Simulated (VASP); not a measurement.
# GaN (P6_3mc) in VASP: elastic constants with r2SCAN

Aim: the elastic constants of GaN with r2SCAN.

Program: VASP 6.6.1. These are calculated values, not measurements. Logs are shortened: lines on timing, memory, paths and dates and some standing lists are left out, and cuts for length are marked.

**1. The crystal as given**

It takes space group P6_3mc (No. 186, hexagonal). The conventional cell has a = 3.190 Å, b = 3.190 Å, c = 5.192 Å, α = 90.00°, β = 90.00°, γ = 120.00°. Ga (site symmetry 3m) is surrounded by 4 N at 1.95 to 1.96 Å. Around N (site symmetry 3m) lie 4 Ga at 1.95 to 1.96 Å.

The cell was built by a generator and needn't be a form met in nature.

**2. Elastic constants, r2SCAN**

POSCAR

```
GaN
1.0
    3.1898426267      0.0000000000      0.0000000000
   -1.5949213134      2.7624847488      0.0000000000
   -0.0000000000      0.0000000000      5.1924302204
  Ga              N
     2     2
Direct
     0.3333333332999970    0.6666666667000030    0.9999512724034281
     0.6666666667000030    0.3333333332999970    0.4999512724034281
     0.3333333332999970    0.6666666667000030    0.3768487275965748
     0.6666666667000030    0.3333333332999970    0.8768487275965748
```

INCAR.step1

```
PREC = Accurate ; ENCUT = 600
EDIFF = 1E-8 ; ISMEAR = -1
SIGMA = 0.05 ; LREAL = F
LASPH = T ; NELM = 100
ALGO = Normal ; ISIF = 3
LWAVE = F ; LCHARG = F
METAGGA = R2SCAN ; LMIXTAU = T
KPAR = 4 ; IBRION = 2
NSW = 40 ; EDIFFG = -0.002
```

INCAR.step2

```
PREC = Accurate ; ENCUT = 600
EDIFF = 1E-8 ; ISMEAR = -1
SIGMA = 0.05 ; LREAL = F
LASPH = T ; NELM = 100
ALGO = Normal ; ISIF = 3
LWAVE = F ; LCHARG = F
METAGGA = R2SCAN ; LMIXTAU = T
KPAR = 4 ; IBRION = 6
NFREE = 2 ; POTIM = 0.015
NSW = 1
```

KPOINTS

```
Automatic mesh
0
Gamma
  10 10 6
```

Potentials or basis: VASP PAW PBE potentials, release 64 (Ga_d, N).

The run is started by

```
$ cat potpaw_PBE.64/Ga_d/POTCAR potpaw_PBE.64/N/POTCAR > POTCAR
$ cp INCAR.step1 INCAR
$ mpirun -np 4 vasp_std > vasp.out
$ cp CONTCAR POSCAR
$ cp INCAR.step2 INCAR
$ mpirun -np 4 vasp_std > vasp.out
```

OUTCAR:

```text
PREC = Accurate
   ENCUT = 600
   EDIFF = 1E-8
   ISMEAR = -1
   LREAL = F
   LASPH = T
   NELM = 100
   ISIF = 3
   METAGGA = R2SCAN
   IBRION = 6
   NFREE = 2
   POTIM = 0.015
   NSW = 1

 ion  position               nearest neighbor table
   1  0.333  0.667  1.000-   4 1.95   4 1.95   4 1.95   3 1.96
   2  0.667  0.333  0.500-   3 1.95   3 1.95   3 1.95   4 1.96
   3  0.333  0.667  0.377-   2 1.95   2 1.95   2 1.95   1 1.96
   4  0.667  0.333  0.877-   1 1.95   1 1.95   1 1.95   2 1.96

  LATTYP: Found a hexagonal cell.
 ALAT       =     3.1889589473
 C/A-ratio  =     1.6285906780

  Lattice vectors:

 A1 = (   3.1889589473,   0.0000000000,   0.0000000000)
 A2 = (  -1.5944794737,   2.7617194600,   0.0000000000)
 A3 = (   0.0000000000,   0.0000000000,   5.1935088139)

Analysis of symmetry for initial positions (statically):
=====================================================================
 Subroutine PRICEL returns:
 Original cell was already a primitive cell.

 Routine SETGRP: Setting up the symmetry group for a
 hexagonal supercell.

 Subroutine GETGRP returns: Found 12 space group operations
 (whereof  6 operations were pure point group operations)
 out of a pool of 24 trial point group operations.

The static configuration has the point symmetry C_3v.
 The point group associated with its full space group is C_6v.

Analysis of symmetry for dynamics (positions and initial velocities):
=====================================================================
 Subroutine PRICEL returns:
 Original cell was already a primitive cell.

 Routine SETGRP: Setting up the symmetry group for a
 hexagonal supercell.

 Subroutine GETGRP returns: Found 12 space group operations
 (whereof  6 operations were pure point group operations)
 out of a pool of 24 trial point group operations.

The dynamic configuration has the point symmetry C_3v.
 The point group associated with its full space group is C_6v.

 Subroutine INISYM returns: Found 12 space group operations
 (whereof  6 operations are pure point group operations),
 and found     1 'primitive' translations

----------------------------------------------------------------------------------------

                                     Primitive cell

  volume of cell :      45.7393

  direct lattice vectors                    reciprocal lattice vectors
     3.188958947  0.000000000  0.000000000     0.313581961  0.181046630  0.000000000
    -1.594479474  2.761719460  0.000000000    -0.000000000  0.362093259  0.000000000
     0.000000000  0.000000000  5.193508814     0.000000000  0.000000000  0.192548051

  length of vectors
     3.188958947  3.188958947  5.193508814     0.362093259  0.362093259  0.192548051

  position of ions in fractional coordinates (direct lattice)
     0.333333333  0.666666667  0.999986518
     0.666666667  0.333333333  0.499986518
     0.333333333  0.666666667  0.376813482
     0.666666667  0.333333333  0.876813482

  ion indices of the primitive-cell ions
   primitive index   ion index
                 1           1
                 2           2
                 3           3
                 4           4

----------------------------------------------------------------------------------------
[... 114 lines left out ...]
  ---------------------------------------------------
  ext. energy  EPLUGINS =         0.00000000
  ---------------------------------------------------
  free energy    TOTEN  =       -43.82348847 eV

  energy without entropy =      -43.82348847  energy(sigma->0) =      -43.82348847

------------------------ aborting loop because EDIFF is reached ----------------------------------------

  FORCE on cell =-STRESS in cart. coord.  units (eV):
  Direction    XX          YY          ZZ          XY          YZ          ZX
  --------------------------------------------------------------------------------------
  -------------------------------------------------------------------------------------
  Total        0.0003288      0.0003288      0.0006463     -0.0000000      0.0000000      0.0000000
  in kB        0.0115162      0.0115162      0.0226372     -0.0000000      0.0000000      0.0000000
  external PRESSURE =       0.0152232 kB  Pullay stress =       0.0000000 kB
[... 95 lines left out ...]
  FREE ENERGIE OF THE ION-ELECTRON SYSTEM (eV)
  ---------------------------------------------------
  free  energy   TOTEN  =       -43.8096585836 eV

  energy  without entropy=      -43.8096585835  energy(sigma->0) =      -43.80965858

[... ionic steps 4 to 18 ...]

--------------------------------------- Ionic step       19  -------------------------------------------

 number of electron      35.9999997 magnetization

------------------------ aborting loop because EDIFF is reached ----------------------------------------
[... 71 lines left out ...]
--------------------------------------- Ionic step       21  -------------------------------------------

 number of electron      35.9999996 magnetization

 Free energy of the ion-electron system (eV)
  ---------------------------------------------------
  ext. energy  EPLUGINS =         0.00000000
  ---------------------------------------------------
  free energy    TOTEN  =       -43.82148588 eV

  energy without entropy =      -43.82148588  energy(sigma->0) =      -43.82148588

 E-fermi :   6.0642     XC(G=0): -12.6306

 val. band max:        5.0484085434   @ k =   0.0000   0.0000   0.0000
 cond. band min:       7.3434799399   @ k =   0.0000   0.0000   0.0000
 fundamental gap:      2.2950713965
 Fermi energy:         6.0642208995

 k-point     1 :       0.0000    0.0000    0.0000
  band No.  band energies     occupation
      1     -11.7236      2.00000
      2     -10.7308      2.00000
      3      -8.7885      2.00000
      4      -8.7695      2.00000
      5      -8.7695      2.00000
      6      -8.6995      2.00000
[... 589 lines left out ...]
     21      12.6244      0.00000
     22      13.8383      0.00000

 [... further k-points ...]
[... 5 lines left out ...]
  --------------------------------------------------------------------------------------
  -------------------------------------------------------------------------------------
  Total       -0.0778802     -0.0778802      0.1625746      0.0000000      0.0000000      0.0000000
  in kB       -2.7280241     -2.7280241      5.6947409      0.0000000      0.0000000      0.0000000
  external PRESSURE =       0.0795642 kB  Pullay stress =       0.0000000 kB
[... 19 lines left out ...]
  FREE ENERGIE OF THE ION-ELECTRON SYSTEM (eV)
  ---------------------------------------------------
  free  energy   TOTEN  =       -43.8214858770 eV

  energy  without entropy=      -43.8214858769  energy(sigma->0) =      -43.82148588

 INTERNAL STRAIN TENSORS FROM STRAINED CELLS
 ============================================

 INTERNAL STRAIN TENSOR FOR ION    1 for displacements in x,y,z  (eV/Angst):
          X           Y           Z          XY          YZ          ZX
  --------------------------------------------------------------------------------
  x     0.00000    -0.00000    -0.00000    -8.30712     0.00000    -5.52665
  y    -8.28995     8.23559     0.00000    -0.00023    -5.52501     0.00002
  z    -5.33501    -5.33778     9.68026     0.00130     0.02276    -0.00002

 INTERNAL STRAIN TENSORS FROM DISPLACED ATOMS
 ============================================

 INTERNAL STRAIN TENSOR FOR ION    1 for displacements in x,y,z  (eV/Angst):
          X           Y           Z          XY          YZ          ZX
  --------------------------------------------------------------------------------
  x     0.00000    -0.00000    -0.00000    -8.25581     0.00000    -5.51053
  y    -8.25581     8.25581    -0.00000    -0.00000    -5.51011     0.00000
  z    -5.32189    -5.32189     9.12724     0.00000     0.00000     0.00000

 INTERNAL STRAIN TENSOR FOR ION    4 for displacements in x,y,z  (eV/Angst):
          X           Y           Z          XY          YZ          ZX
  --------------------------------------------------------------------------------
  x    -0.00000     0.00000     0.00000     9.63475    -0.00000     5.51515
  y     9.63475    -9.63475     0.00000     0.00000     5.51474    -0.00000
  z     5.30418     5.30418   -10.19800    -0.00000    -0.00000     0.00000

 Eigenvectors and eigenvalues of the dynamical matrix
 ----------------------------------------------------

   1 f  =   20.806418 THz   130.730579 2PiTHz  694.027395 cm-1    86.048391 meV
             X         Y         Z           dx          dy          dz
     -0.000000  1.841146  5.193439    -0.000000   -0.000000    0.033011
      1.594479  0.920573  2.596684    -0.000000   -0.000000   -0.033011
     -0.000000  1.841146  1.956984    -0.000000   -0.000000   -0.706336
      1.594479  0.920573  4.553739     0.000000    0.000000    0.706336
[... 71 lines left out ...]
  12 f/i=    0.021163 THz     0.132974 2PiTHz    0.705937 cm-1     0.087525 meV
             X         Y         Z           dx          dy          dz
     -0.000000  1.841146  5.193439     0.029420    0.644977    0.000000
      1.594479  0.920573  2.596684     0.029420    0.644977    0.000000
     -0.000000  1.841146  1.956984     0.013138    0.288039    0.000000
      1.594479  0.920573  4.553739     0.013138    0.288039    0.000000

--------------------------------------------------------------------------------------------------------

 ELASTIC MODULI CONTR FROM IONIC RELAXATION (kBar)
 Direction    XX          YY          ZZ          XY          YZ          ZX
 --------------------------------------------------------------------------------
 XX        -620.3562    295.5062    295.4029      0.0000     -0.0000      0.0000
 YY         295.5062   -620.3562    295.4029      0.0000      0.0000     -0.0000
 ZZ         295.4029    295.4029   -537.2504     -0.0000     -0.0000     -0.0000
 XY           0.0000      0.0000     -0.0000   -457.9312      0.0000     -0.0000
 YZ          -0.0000      0.0000     -0.0000      0.0000   -162.0027      0.0000
 ZX           0.0000      0.0000     -0.0000      0.0000      0.0000   -162.0270
 --------------------------------------------------------------------------------

 TOTAL ELASTIC MODULI (kBar)
 Direction    XX          YY          ZZ          XY          YZ          ZX
 --------------------------------------------------------------------------------
 XX        3588.0675   1327.9088    933.8292     -0.0000     -0.0000      0.0000
 YY        1327.9088   3588.0675    933.8292     -0.0000      0.0000     -0.0000
 ZZ         933.8292    933.8292   4045.5605     -0.0000     -0.0000     -0.0000
 XY          -0.0000     -0.0000     -0.0000   1130.0794      0.0000     -0.0000
 YZ          -0.0000      0.0000     -0.0000      0.0000    967.3616     -0.0000
 ZX           0.0000      0.0000     -0.0000      0.0000     -0.0000    967.3684
 --------------------------------------------------------------------------------
```

Run time: 57 min. Hardware: 4 MPI ranks of Intel Xeon Platinum 8488C (Sapphire Rapids), shared host; peak memory 0.62 GiB.

Results:

```yaml
Voigt_bulk_modulus: 196 GPa
Highest_phonon_frequency_at_Γ_LO-TO_splitting_left_out: 694 cm⁻¹
```

Phonon frequencies in cm⁻¹ (negative: imaginary):
| q point | frequencies |
| --- | --- |
| (0.000, 0.000, 0.000) | -1 -1 0 140 140 335 533 554 554 564 564 694 |

Elastic tensor in Voigt notation (GPa, in the Cartesian axes of the cell as first typed):
```
359 133  93   0   0   0
133 359  93   0   0   0
 93  93 405   0   0   0
  0   0   0  97   0   0
  0   0   0   0  97   0
  0   0   0   0   0 113
```

Clamped-ion elastic tensor (GPa):
```
421 103  64   0   0   0
103 421  64   0   0   0
 64  64 458   0   0   0
  0   0   0 113   0   0
  0   0   0   0 113   0
  0   0   0   0   0 159
```

Caveat: the PAW data sets were made with another functional, which shifts forces and pressure a little.
